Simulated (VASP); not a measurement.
# Nd (Im-3m) in VASP: settings compared

The runs below take Nd through single point, with r2SCAN+D4, PBE.

Program: VASP 6.6.1. These are calculated values, not measurements. Logs are shortened: lines on timing, memory, paths and dates and some standing lists are left out, and cuts for length are marked.

### 1 Starting point

Symmetry: Im-3m, No. 229, cubic system. Conventional cell: a = 4.151 Å, b = 4.151 Å, c = 4.151 Å, α = 90.00°, β = 90.00°, γ = 90.00°. Around Nd (site symmetry m-3m) lie 8 Nd at 3.59 Å.

This isn't the form of Nd at room conditions, which is double hcp.

### 2 Single point, r2SCAN+D4, collinear spin, typed start

Contents of POSCAR:

```
Nd
1.0
   -2.0754700287      2.0754700287      2.0754700287
    2.0754700287     -2.0754700287      2.0754700287
    2.0754700287      2.0754700287     -2.0754700287
Nd
1
Direct
    0.0000000000      0.0000000000      0.0000000000
```

Contents of INCAR.step1:

```
SYSTEM = Nd
PREC = Accurate
ENCUT = 520
ISMEAR = 1
SIGMA = 0.05
LREAL = .False.
LASPH = .True.
NELM = 150
ISPIN = 2
MAGMOM = 2
NUPDOWN = 2.0
LMAXMIX = 6
NBANDS = 17
GGA = PE
ALGO = Normal
EDIFF = 1E-4
LWAVE = .True.
LCHARG = .False.
```

Contents of INCAR.step2:

```
SYSTEM = Nd
PREC = Accurate
ENCUT = 520
EDIFF = 1E-6
ISMEAR = 1
SIGMA = 0.05
LREAL = .False.
LASPH = .True.
NELM = 150
ALGO = Normal
ISIF = 2
LWAVE = .False.
LCHARG = .False.
ISPIN = 2
MAGMOM = 2
LORBIT = 11
NUPDOWN = 2.0
LMAXMIX = 6
METAGGA = R2SCAN
LMIXTAU = .True.
IVDW = 13
VDW_S6 = 1.0
VDW_S8 = 0.6018749
VDW_A1 = 0.51559235
VDW_A2 = 5.77342911
NBANDS = 17
ISTART = 1
```

Contents of KPOINTS:

```
Automatic mesh
0
Gamma
  9 9 9
  0.5 0.5 0.5
```

Potentials or basis: VASP PAW PBE potentials, release 64 (Nd).

Run with:

```
cat potpaw_PBE.64/Nd/POTCAR > POTCAR
cp INCAR.step1 INCAR
mpirun -np 1 vasp_std > vasp.out
cp INCAR.step2 INCAR
mpirun -np 1 vasp_std > vasp.out
```

OUTCAR:

```text
SYSTEM = Nd
   PREC = Accurate
   ENCUT = 520
   EDIFF = 1E-6
   ISMEAR = 1
   LREAL = .False.
   LASPH = .True.
   NELM = 150
   ISIF = 2
   ISPIN = 2
   LORBIT = 11
   NUPDOWN = 2.0
   METAGGA = R2SCAN
   IVDW = 13
   ISTART = 1

 ion  position               nearest neighbor table
   1  0.000  0.000  0.000-

  LATTYP: Found a body centered cubic cell.
 ALAT       =     4.1509400574

  Lattice vectors:

 A1 = (  -2.0754700287,   2.0754700287,   2.0754700287)
 A2 = (   2.0754700287,  -2.0754700287,   2.0754700287)
 A3 = (   2.0754700287,   2.0754700287,  -2.0754700287)

Analysis of symmetry for initial positions (statically):
=====================================================================
 Subroutine PRICEL returns:
 Original cell was already a primitive cell.

 Routine SETGRP: Setting up the symmetry group for a
 body centered cubic supercell.

 Subroutine GETGRP returns: Found 48 space group operations
 (whereof 48 operations were pure point group operations)
 out of a pool of 48 trial point group operations.

The static configuration has the point symmetry O_h .

Analysis of symmetry for dynamics (positions and initial velocities):
=====================================================================
 Subroutine PRICEL returns:
 Original cell was already a primitive cell.

 Routine SETGRP: Setting up the symmetry group for a
 body centered cubic supercell.

 Subroutine GETGRP returns: Found 48 space group operations
 (whereof 48 operations were pure point group operations)
 out of a pool of 48 trial point group operations.

The dynamic configuration has the point symmetry O_h .

Analysis of structural, dynamic, and magnetic symmetry:
=====================================================================
 Subroutine PRICEL returns:
 Original cell was already a primitive cell.

 Routine SETGRP: Setting up the symmetry group for a
 body centered cubic supercell.

 Subroutine GETGRP returns: Found 48 space group operations
 (whereof 48 operations were pure point group operations)
 out of a pool of 48 trial point group operations.

The overall configuration has the point symmetry O_h .

 Subroutine INISYM returns: Found 48 space group operations
 (whereof 48 operations are pure point group operations),
 and found     1 'primitive' translations

----------------------------------------------------------------------------------------

                                     Primitive cell

  volume of cell :      35.7610

  direct lattice vectors                    reciprocal lattice vectors
    -2.075470029  2.075470029  2.075470029     0.000000000  0.240909285  0.240909285
     2.075470029 -2.075470029  2.075470029     0.240909285  0.000000000  0.240909285
     2.075470029  2.075470029 -2.075470029     0.240909285  0.240909285  0.000000000

  length of vectors
     3.594819539  3.594819539  3.594819539     0.340697178  0.340697178  0.340697178

  position of ions in fractional coordinates (direct lattice)
     0.000000000  0.000000000  0.000000000

  ion indices of the primitive-cell ions
   primitive index   ion index
                 1           1

----------------------------------------------------------------------------------------

 KPOINTS: Automatic mesh

Automatic generation of k-mesh.
 Grid dimensions read from file:
 generate k-points for:    9    9    9

 Generating k-lattice:

  Cartesian coordinates                     Fractional coordinates (reciprocal lattice)
     0.000000000  0.026767698  0.026767698     0.111111111  0.000000000  0.000000000
     0.026767698  0.000000000  0.026767698     0.000000000  0.111111111  0.000000000
     0.026767698  0.026767698  0.000000000     0.000000000  0.000000000  0.111111111

  Length of vectors
     0.037855242  0.037855242  0.037855242

  Shift w.r.t. Gamma in fractional coordinates (k-lattice)
     0.500000000  0.500000000  0.500000000

 Subroutine IBZKPT returns following result:
 ===========================================

 Found     35 irreducible k-points:

 Following reciprocal coordinates:
            Coordinates               Weight
  0.055556  0.055556  0.055556      8.000000
  0.166667  0.055556  0.055556     24.000000
  0.277778  0.055556  0.055556     24.000000
  0.388889  0.055556  0.055556     24.000000
 -0.055556  0.055556  0.055556      6.000000
  0.166667  0.166667  0.055556     24.000000
[... 16 lines left out ...]
 -0.277778  0.277778  0.166667     24.000000
 -0.388889  0.388889  0.166667     24.000000
 [... further k-points ...]
   k-points           NKPTS =     35   k-points in BZ     NKDIM =     35   number of bands    NBANDS=     17
   number of dos      NEDOS =    301   number of ions     NIONS =      1
   total plane-waves  NPLWV =  21952
   dimension x,y,z NGX =    28 NGY =   28 NGZ =   28
   dimension x,y,z NGXF=    56 NGYF=   56 NGZF=   56
   ions per type =               1
   NGX,Y,Z   is equivalent  to a cutoff of  12.95, 12.95, 12.95 a.u.
   NGXF,Y,Z  is equivalent  to a cutoff of  25.90, 25.90, 25.90 a.u.
 SYSTEM =  Nd
   PREC   = accura    normal or accurate (medium, high low for compatibility)
   ISTART =      1    job   : 0-new  1-cont  2-samecut
   ICHARG =      0    charge: 1-file 2-atom 10-const
   ISPIN  =      2    spin polarized calculation?
   LNONCOLLINEAR =      F non collinear calculations
   LSORBIT =      F    spin-orbit coupling
   LASPH  =      T    aspherical Exc in radial PAW
   ENCUT  =  520.0 eV  38.22 Ry    6.18 a.u.   6.68  6.68  6.68*2*pi/ulx,y,z
   NELM   =    150;   NELMIN=  2; NELMDL=  0     # of ELM steps
   EDIFF  = 0.1E-05   stopping-criterion for ELM
   LREAL  =      F    real-space projection
   EDIFFG = 0.1E-04   stopping-criterion for IOM
   NSW    =      0    number of steps for IOM
   IBRION =     -1    ionic relax: 0-MD 1-quasi-New 2-CG
   NFREE  =      0    steps in history (QN), initial steepest desc. (CG)
   ISIF   =      2    stress and relaxation
   ISYM   =      2    0-nonsym 1-usesym 2-fastsym
   POTIM  = 0.5000    time-step for ionic-motion
   TEBEG  =    0.0;   TEEND  =   0.0 temperature during run
   PSTRESS=    0.0 pullay stress
   NELECT =      14.0000    total number of electrons
   NUPDOWN=       2.0000    fix difference up-down
   EMIN   =  10.00;   EMAX   =-10.00  energy-range for DOS
   EFERMI =   0.00;   METHOD = LEGACY
   ISMEAR =     1;   SIGMA  =   0.05  broadening in eV -4-tet -1-fermi 0-gaus
   EFERMI_NEDOS =   21; number of points for ismear=-14 and -15
   IALGO  =     38    algorithm
   IMIX   =      4    mixing-type and parameters
     AMIX     =   0.40;   BMIX     =  1.00
     AMIX_MAG =   1.60;   BMIX_MAG =  1.00
  volume/ion in A,a.u.               =      35.76       241.33
  Fermi-wavevector in a.u.,A,eV,Ry     =   1.197607  2.263149 19.514331  1.434263
  Thomas-Fermi vector in A             =   2.333518
   LORBIT       =     11    0 simple, 1 ext, 2 COOP (PROOUT), +10 PAW based schemes
   METAGGA = R2SCAN    functional components
   LHFCALC =     F    Hartree Fock is set to
   AEXX    =    0.0000 exact exchange contribution
   IVDW    =    13    specifies the selected vdW correction
   LEPSILON=     F    determine dielectric tensor
   LRPA    =     F    only Hartree local field effects (RPA)
 spin polarized calculation
 Methfessel and Paxton  Order N= 1 SIGMA  =   0.05
  energy-cutoff  :      520.00
  volume of cell :       35.76
 maximum number of plane-waves:       976
   NGX = 13   NGY = 13   NGZ = 13

 number of electron      13.9999998 magnetization       1.9999997

 Free energy of the ion-electron system (eV)
  ---------------------------------------------------
  ext. energy  EPLUGINS =         0.00000000
  ---------------------------------------------------
  free energy    TOTEN  =       -32.45234827 eV

  energy without entropy =      -32.45205849  energy(sigma->0) =      -32.45225167

 E-fermi :   4.9931     XC(G=0): -10.3932

 val. band max:        4.9817722030   @ k =  -0.3889   0.5000   0.1667
 cond. band min:       4.1760021981   @ k =   0.1667   0.1667   0.1667
 fundamental gap:     -0.8057700050
 Fermi energy:         4.1101873646

 spin component 1

 k-point     1 :       0.0556    0.0556    0.0556
  band No.  band energies     occupation
      1     -34.5856      1.00000
      2     -14.8586      1.00000
      3     -14.6951      1.00000
      4     -14.6916      1.00000
      5       1.6087      1.00000
      6       1.9966      1.00000
[... 9 lines left out ...]
     16       8.5263      0.00000
     17       8.5296      0.00000

 k-point     2 :       0.1667    0.0556    0.0556
  band No.  band energies     occupation
      1     -34.5524      1.00000
      2     -15.1232      1.00000
      3     -14.7830      1.00000
      4     -14.7000      1.00000
      5       2.0189      1.00000
      6       2.0342      1.00000
[... 9 lines left out ...]
     16       8.5569      0.00000
     17       8.8109      0.00000

 k-point     3 :       0.2778    0.0556    0.0556
  band No.  band energies     occupation
      1     -34.5143      1.00000
      2     -15.3943      1.00000
      3     -14.8991      1.00000
      4     -14.7067      1.00000
      5       2.0459      1.00000
      6       2.0937      1.00000
[... 392 lines left out ...]
 k-point    23 :      -0.2778    0.2778    0.1667
  band No.  band energies     occupation
      1     -34.5119      1.00000
      2     -15.2175      1.00000
      3     -14.9343      1.00000
      4     -14.8550      1.00000
      5       2.0119      1.00000
      6       2.1068      1.00000
[... 9 lines left out ...]
     16       8.6743      0.00000
     17       9.6795      0.00000

 k-point    24 :      -0.3889    0.3889    0.1667
  band No.  band energies     occupation
      1     -34.4791      1.00000
      2     -15.4470      1.00000
      3     -15.0233      1.00000
      4     -14.8492      1.00000
      5       2.0520      1.00000
      6       2.1588      1.00000
[... 9 lines left out ...]
     16      10.0898      0.00000
     17      10.2833      0.00000

 [... further k-points ...]

 spin component 2

 k-point     1 :       0.0556    0.0556    0.0556
  band No.  band energies     occupation
      1     -33.3648      1.00000
      2     -14.1256      1.00000
      3     -13.9175      1.00000
      4     -13.9172      1.00000
      5       0.8084      1.00000
      6       5.7386     -0.00000
[... 9 lines left out ...]
     16       8.5180      0.00000
     17       8.5182      0.00000

 k-point     2 :       0.1667    0.0556    0.0556
  band No.  band energies     occupation
      1     -33.3219      1.00000
      2     -14.4555      1.00000
      3     -14.0283      1.00000
      4     -13.9266      1.00000
      5       1.7431      1.00000
      6       5.1463     -0.00006
[... 9 lines left out ...]
     16       8.6458      0.00000
     17       8.8663      0.00000

 k-point     3 :       0.2778    0.0556    0.0556
  band No.  band energies     occupation
      1     -33.2724      1.00000
      2     -14.7901      1.00000
      3     -14.1687      1.00000
      4     -13.9374      1.00000
      5       2.5480      1.00000
      6       4.8177      1.00000
[... 392 lines left out ...]
 k-point    23 :      -0.2778    0.2778    0.1667
  band No.  band energies     occupation
      1     -33.2700      1.00000
      2     -14.5778      1.00000
      3     -14.2033      1.00000
      4     -14.1187      1.00000
      5       2.7024      1.00000
      6       4.6067      1.00000
[... 9 lines left out ...]
     16       8.8172      0.00000
     17       9.7930      0.00000

 k-point    24 :      -0.3889    0.3889    0.1667
  band No.  band energies     occupation
      1     -33.2275      1.00000
      2     -14.8545      1.00000
      3     -14.3102      1.00000
      4     -14.1142      1.00000
      5       3.0674      1.00000
      6       4.4905      1.00000
[... 9 lines left out ...]
     16      10.1178      0.00000
     17      10.5695      0.00000

 [... further k-points ...]

------------------------ aborting loop because EDIFF is reached ----------------------------------------

  DFT-D4 for vdW energy calculation

  Edisp (eV):   -0.07400

  FORCE on cell =-STRESS in cart. coord.  units (eV):
  Direction    XX          YY          ZZ          XY          YZ          ZX
  --------------------------------------------------------------------------------------
  -------------------------------------------------------------------------------------
  Total      -0.12622    -0.12622    -0.12622     0.00000     0.00000    -0.00000
  in kB      -5.65474    -5.65474    -5.65474     0.00000     0.00000    -0.00000
  external pressure =       -5.65 kB  Pullay stress =        0.00 kB

 VOLUME and BASIS-vectors are now :
 -----------------------------------------------------------------------------
  energy-cutoff  :      520.00
  volume of cell :       35.76
      direct lattice vectors                 reciprocal lattice vectors
    -2.075470029  2.075470029  2.075470029     0.000000000  0.240909285  0.240909285
     2.075470029 -2.075470029  2.075470029     0.240909285  0.000000000  0.240909285
     2.075470029  2.075470029 -2.075470029     0.240909285  0.240909285  0.000000000

 POSITION                                       TOTAL-FORCE (eV/Angst)
 -----------------------------------------------------------------------------------
      0.00000      0.00000      0.00000        -0.000000      0.000000     -0.000000
 -----------------------------------------------------------------------------------
    total drift:                               -0.000000     -0.000000     -0.000000

  FREE ENERGIE OF THE ION-ELECTRON SYSTEM (eV)
  ---------------------------------------------------
  free  energy   TOTEN  =       -32.5263489337 eV

  energy  without entropy=      -32.5260591518  energy(sigma->0) =      -32.52625234

 total charge

# of ion       s       p       d       f       tot
--------------------------------------------------
    1        2.033   5.255   0.618   3.056  10.962

 magnetization (x)

# of ion       s       p       d       f       tot
--------------------------------------------------
    1       -0.025  -0.274  -0.268   2.875   2.308
```

It took 2.4 min on 1 thread of Intel Xeon Platinum 8488C (Sapphire Rapids), shared host; peak memory 0.21 GiB.

What came out:

```yaml
Free_energy: -32.5263 eV
Pressure: -0.6 GPa
Net_moment: 2.00 μB per cell
Site_moments: Nd +2.31 μB
Valence_electrons_inside_the_program's_atomic_spheres: Nd 10.96
Dispersion_energy_per_atom: -0.074 eV
```

Caveat: the magnetic or orbital state may not be the lowest; the PAW data sets were made with another functional, which shifts forces and pressure a little; spin-orbit coupling is left out, which moves the levels of the heavy elements; the total moment is fixed, so each spin has its own Fermi level.

### 3 Single point, PBE, collinear spin, typed start (volume scaled by 0.94)

Contents of INCAR:

```
ALGO = Normal
EDIFF = 1E-6
ENCUT = 520
GGA = PE
ISIF = 2
ISMEAR = -1
ISPIN = 2
LASPH = T
LCHARG = T
LELF = T
LMAXMIX = 6
LORBIT = 11
LREAL = F
LVHAR = T
LWAVE = F
MAGMOM = 3
NBANDS = 17
NELM = 150
PREC = Accurate
SIGMA = 0.05
```

Contents of KPOINTS:

```
k-points
0
Gamma
  9 9 9
```

Contents of POSCAR:

```
Nd
1.0
   -2.0331016092      2.0331016092      2.0331016092
    2.0331016092     -2.0331016092      2.0331016092
    2.0331016092      2.0331016092     -2.0331016092
Nd
1
Direct
    0.0000000000      0.0000000000      0.0000000000
```

Potentials or basis: VASP PAW PBE potentials, release 64 (Nd).

Run with:

```
cat potpaw_PBE.64/Nd/POTCAR > POTCAR
mpirun -np 1 vasp_std > vasp.out
```

It took 98 s on 1 thread of Intel Xeon Platinum 8488C (Sapphire Rapids), shared host; peak memory 0.2 GiB.

Results (log left out):

```yaml
Free_energy: -6.1952 eV
Pressure: -0.9 GPa
Band_gap_on_the_k_mesh: none (metal or under the smearing width)
Net_moment: 4.08 μB per cell
Site_moments: Nd +3.36 μB
Valence_electrons_inside_the_program's_atomic_spheres: Nd 11.22
```

Levels at points of the mesh, in eV from the Fermi level:
Spin up:
```csv
k point,band 6,band 7,band 8,band 9,band 10,band 11,band 12,band 13
"(0.00, 0.00, 0.00)",-0.34,-0.34,-0.34,0.18,0.18,0.18,0.31,1.63
```
Spin down:
```
           k point  band 1  band 2  band 3  band 4  band 5  band 6  band 7  band 8  band 9  band 10
(0.00, 0.00, 0.00)  -35.70  -16.62  -16.62  -16.62   -3.15    2.06    2.06    2.06    2.45     2.45
```

Caveat: the magnetic or orbital state may not be the lowest; spin-orbit coupling is left out, which moves the levels of the heavy elements. The state reached can hang on the start; a lower one may exist.

(Continued in part 2 of 2.)
